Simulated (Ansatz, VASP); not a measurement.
ZnCu: VASP beside Ansatz

```
CELL_PARAMETERS angstrom
2.94500 0.00000 0.00000
0.00000 2.94500 0.00000
0.00000 0.00000 2.94500
ATOMIC_POSITIONS crystal
Zn 0.50000 0.50000 0.50000
Cu 0.00000 0.00000 0.00000
```

Alike in both runs: functional RPBE; k mesh 5 × 5 × 5; occupations fermi-dirac, width 0.05 eV; no spin polarisation.

```csv
,VASP,Ansatz
version,VASP 6.6.1,Ansatz 0.2.0
potentials or method,"VASP PAW PBE potentials, release 64 (Zn, Cu)",Ansatz PAW
plane-wave cutoff (eV),520,420
valence electrons in the cell,23,31
task,single point,band structure
```

```csv
,VASP,Ansatz,Ansatz less VASP
gap on the k mesh at the Fermi level (eV),none,none,-
pressure (GPa),7.9,7.3,-0.60
```

A gap of «none» marks a metal or a gap that the smearing closes. The two sets of potentials don't hold the same shells in valence.

Caveats: the k mesh is coarse (spacing up to 0.43 Å⁻¹), so the values aren't converged; the PAW data sets were made with another functional, which shifts forces and pressure a little (VASP); the PAW data sets come from PBE, with cores solved anew for the run's functional, which leaves a small shift of forces and pressure (Ansatz).
